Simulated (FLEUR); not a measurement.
# CdTe (F-43m) in FLEUR: further runs, part 2 of 2

FLEUR MaX-R8.1 (later development tree). Earlier steps stand in the parts before.

## 3. Equation of state, LDA (von Barth-Hedin), 30.95 Å³/atom (volume scaled by 0.94)

Changes to inp.xml since step 2:

```diff
@@ -6,3 +6,3 @@
    <calculationSetup>
-      <cutoffs Kmax="4.26" Gmax="13.2" GmaxXC="13.2" numbands="0"/>
+      <cutoffs Kmax="4.39" Gmax="13.6" GmaxXC="13.6" numbands="0"/>
       <scfLoop itmax="60" minDistance="0.00001" maxIterBroyd="15" imix="Anderson" alpha="0.05" precondParam="0.0" spinf="2.0" sdNocoIR="T"/>
@@ -24,3 +24,3 @@
       <xi:include xmlns:xi="http://www.w3.org/2001/XInclude" href="sym.xml"> </xi:include>
-      <bulkLattice scale="1.0">
+      <bulkLattice scale="0.9795861087">
          <bravaisMatrix>
@@ -34,3 +34,3 @@
       <species name="Tellurium (Te)" element="Te" atomicNumber="52">
-         <mtSphere radius="2.3" gridPoints="761" logIncrement="0.017"/>
+         <mtSphere radius="2.23" gridPoints="761" logIncrement="0.017"/>
          <atomicCutoffs lmax="9" lnonsphr="7"/>
@@ -51,3 +51,3 @@
       <species name="Cadmium (Cd)" element="Cd" atomicNumber="48">
-         <mtSphere radius="2.56" gridPoints="847" logIncrement="0.015"/>
+         <mtSphere radius="2.48" gridPoints="847" logIncrement="0.015"/>
          <atomicCutoffs lmax="10" lnonsphr="8"/>
```

Potentials or basis: all-electron, FLAPW.

The run is started by

```
$ inpgen -f crystal.txt -profile fastHighL
$ # inp.xml edited to the form shown
$ fleur_MPI
```

The log of the run:

```text
Welcome to FLEUR        (www.flapw.de)
      MaX-Release 8.1          (www.max-centre.eu)

 ========== k-point set info ==========
 Selected k-point list: default-1
 k-point list type: mesh
 7 x 7 x 7
 Number of k points: 20

 ------------Calculation Setup---------------------------
 Number of MPI-tasks      :            1
 Number of PE/node        :            1
 Number of OMP-threads    :            1
 Most efficient MPI parallelization for:
           1           2           4           5          10          20
 Additional eigenvalue parallelization possible
 Number of basis functions:          693
 Approximate size of matrices (H+S) per k-point:         0.014 GB
 --------------------------------------------------------
 Iteration:     1   Distance:       6.01361976 me/bohr^3
 Iteration:     2   Distance:       5.52467659 me/bohr^3
 Iteration:     3   Distance:       3.28288005 me/bohr^3
 Iteration:     4   Distance:       0.91882092 me/bohr^3
 Iteration:     5   Distance:       0.66699641 me/bohr^3
 Iteration:     6   Distance:       0.11797920 me/bohr^3
 Iteration:     7   Distance:       0.07727999 me/bohr^3
 Iteration:     8   Distance:       0.03571424 me/bohr^3
 Iteration:     9   Distance:       0.00429194 me/bohr^3
 Iteration:    10   Distance:       0.00356349 me/bohr^3
 Iteration:    11   Distance:       0.00028110 me/bohr^3
 Iteration:    12   Distance:       0.00013270 me/bohr^3
 Iteration:    13   Distance:       0.00003679 me/bohr^3
 Iteration:    14   Distance:       0.00000372 me/bohr^3

 ********************************************************************
 Run finished successfully
 Stop message:
   all done
 ********************************************************************
```

out.xml (last iteration):

```text
<iteration numberForCurrentRun="   14" overallNumber="   14">
         <energyParameters units="Htr">
            <atomicEP atomType="1" spin="1" branch="5s" branchLowest="-5.65" branchHighest="0.86" value="-0.3150765380"/>
            <atomicEP atomType="1" spin="1" branch="5p" branchLowest="-3.81" branchHighest="1.68" value="-0.0779117532"/>
            <atomicEP atomType="1" spin="1" branch="5d" branchLowest="-1.11" branchHighest="3.10" value="0.1235812258"/>
            <atomicEP atomType="1" spin="1" branch="4f" branchLowest="-9.99" branchHighest="1.72" value="0.2757214563"/>
            <loAtomicEP atomType="1" spin="1" branch="4p" branchLowest="-29.12" branchHighest="-3.81" value="-3.8302543207"/>
            <loAtomicEP atomType="1" spin="1" branch="4p" branchLowest="-29.12" branchHighest="-3.81" value="-3.8302543207"/>
            <loAtomicEP atomType="1" spin="1" branch="4d" branchLowest="-20.19" branchHighest="-1.11" value="-1.1564663675"/>
            <loAtomicEP atomType="1" spin="1" branch="4d" branchLowest="-20.19" branchHighest="-1.11" value="-1.1564663675"/>
            <loAtomicEP atomType="1" spin="1" branch="5s" branchLowest="-5.65" branchHighest="0.86" value="-0.3150765380"/>
            <loAtomicEP atomType="1" spin="1" branch="4f" branchLowest="-9.99" branchHighest="1.72" value="0.2757239152"/>
[... 121 lines left out ...]
            <atomTypeDependentContributions atomType="1">
               <electronNucleiInteractionDifferentMTs value="8223.8603056316"/>
               <MadelungTerm value="-36.8148662236"/>
            </atomTypeDependentContributions>
            <atomTypeDependentContributions atomType="2">
               <electronNucleiInteractionDifferentMTs value="6773.5322910744"/>
               <MadelungTerm value="-18.6899211457"/>
            </atomTypeDependentContributions>
            <tkbTimesEntropy value="0.0000000000"/>
            <freeEnergy value="-12383.9057531359"/>
            <extrapolationTo0K value="-12383.9057531359"/>
         </totalEnergy>
         <densityConvergence units="me/bohr^3">
            <chargeDensity spin="1" distance="0.0000037207"/>
         </densityConvergence>
      </iteration>
```

It took 76 s on 1 thread of Arm Neoverse V2, shared host; peak memory 0.08 GiB.

What came out:

| Property | Result |
| --- | --- |
| Free energy | -336983.2427 eV |
| Band gap on the k mesh | 0.81 eV, direct |
| Valence electrons inside the program's atomic spheres | Te 18.87; Cd 18.50 (radii Te 2.23, Cd 2.48 bohr) |

Caveat: spin-orbit coupling is left out, which moves the levels of the heavy elements.

## 4. Equation of state, LDA (von Barth-Hedin), 31.60 Å³/atom (volume scaled by 0.96)

Changes to inp.xml since step 3:

```diff
@@ -24,3 +24,3 @@
       <xi:include xmlns:xi="http://www.w3.org/2001/XInclude" href="sym.xml"> </xi:include>
-      <bulkLattice scale="0.9795861087">
+      <bulkLattice scale="0.9864848297">
          <bravaisMatrix>
```

The run is started by

```
$ inpgen -f crystal.txt -profile fastHighL
$ # inp.xml edited to the form shown
$ fleur_MPI
```

Wall time 79 s (1 thread of Arm Neoverse V2, shared host); peak memory 0.08 GiB.

It converged, with:

```
Free energy                                           : -336983.2615 eV
Band gap on the k mesh                                : 0.74 eV, direct
Valence electrons inside the program's atomic spheres : Te 18.86; Cd 18.48 (radii Te 2.23, Cd 2.48 bohr)
```

Caveat: spin-orbit coupling is left out, which moves the levels of the heavy elements.

## 5. Equation of state, LDA (von Barth-Hedin), 32.92 Å³/atom

Changes to inp.xml since step 4:

```diff
@@ -24,3 +24,3 @@
       <xi:include xmlns:xi="http://www.w3.org/2001/XInclude" href="sym.xml"> </xi:include>
-      <bulkLattice scale="0.9864848297">
+      <bulkLattice scale="1.0000000000">
          <bravaisMatrix>
```

The run is started by

```
$ inpgen -f crystal.txt -profile fastHighL
$ # inp.xml edited to the form shown
$ fleur_MPI
```

It took 86 s on 1 thread of Arm Neoverse V2, shared host; peak memory 0.08 GiB.

It converged, with:

- Free energy: -336983.2713 eV
- Band gap on the k mesh: 0.62 eV, direct
- Valence electrons inside the program's atomic spheres: Te 18.84; Cd 18.44 (radii Te 2.23, Cd 2.48 bohr)

Caveat: spin-orbit coupling is left out, which moves the levels of the heavy elements.

## 6. Equation of state, LDA (von Barth-Hedin), 34.24 Å³/atom (volume scaled by 1.04)

Changes to inp.xml since step 5:

```diff
@@ -24,3 +24,3 @@
       <xi:include xmlns:xi="http://www.w3.org/2001/XInclude" href="sym.xml"> </xi:include>
-      <bulkLattice scale="1.0000000000">
+      <bulkLattice scale="1.0131594038">
          <bravaisMatrix>
```

Potentials or basis: all-electron, FLAPW.

The run is started by

```
$ inpgen -f crystal.txt -profile fastHighL
$ # inp.xml edited to the form shown
$ fleur_MPI
```

It took 94 s on 1 thread of Arm Neoverse V2, shared host; peak memory 0.08 GiB.

Results (log left out):

- Free energy: -336983.2508 eV
- Band gap on the k mesh: 0.50 eV, direct
- Valence electrons inside the program's atomic spheres: Te 18.82; Cd 18.41 (radii Te 2.23, Cd 2.48 bohr)

Caveat: spin-orbit coupling is left out, which moves the levels of the heavy elements.

## 7. Equation of state, LDA (von Barth-Hedin), 34.90 Å³/atom (volume scaled by 1.06)

Changes to inp.xml since step 6:

```diff
@@ -24,3 +24,3 @@
       <xi:include xmlns:xi="http://www.w3.org/2001/XInclude" href="sym.xml"> </xi:include>
-      <bulkLattice scale="1.0131594038">
+      <bulkLattice scale="1.0196128224">
          <bravaisMatrix>
```

The run is started by

```
$ inpgen -f crystal.txt -profile fastHighL
$ # inp.xml edited to the form shown
$ fleur_MPI
```

It took 1.7 min on 1 thread of Arm Neoverse V2, shared host; peak memory 0.08 GiB.

Results (log left out):

| Quantity | Value |
| --- | --- |
| Free energy | -336983.2314 eV |
| Band gap on the k mesh | 0.44 eV, direct |
| Valence electrons inside the program's atomic spheres | Te 18.82; Cd 18.39 (radii Te 2.23, Cd 2.48 bohr) |

Caveat: spin-orbit coupling is left out, which moves the levels of the heavy elements.

## 8. Equation of state, LDA (von Barth-Hedin)

Potentials or basis: all-electron, FLAPW.

No new run: the results of the series are fitted here.

Results:

```yaml
Equilibrium_volume: 32.64 Å³/atom
Bulk_modulus: 48 GPa
Pressure_derivative_of_the_bulk_modulus: "5.0 (rough: it moves with the points fitted)"
```

Energy against volume, from the lowest point:
```csv
volume (Å³/atom),energy (meV/atom)
30.947,14.33
31.605,4.94
32.922,0.00
34.239,10.27
34.897,19.99
```

Spin-orbit coupling is left out, which matters for the levels of Te.

## 9. Against experiment

Step 2. A measured gap of CdTe is 1.607 eV (0 K; a printed reference work, data compilation); the calculated 0.62 eV misses it by -0.99 eV. Spin-orbit coupling on Cd, Te is left out. The value is that of LDA (von Barth-Hedin), without temperature or zero-point motion.

Step 8. A measured bulk modulus of CdTe is 42 GPa (powder; quoted in “Multiscale insight into the Cd1-xZnxTe vibrational-mechanical properties -- High-pressure experiments and ab initio calculations”, 2023, arxiv:2306.14539); the calculated 48 GPa misses it by +14.0 %. The fit is for a static lattice scaled at fixed shape and fixed fractional positions.
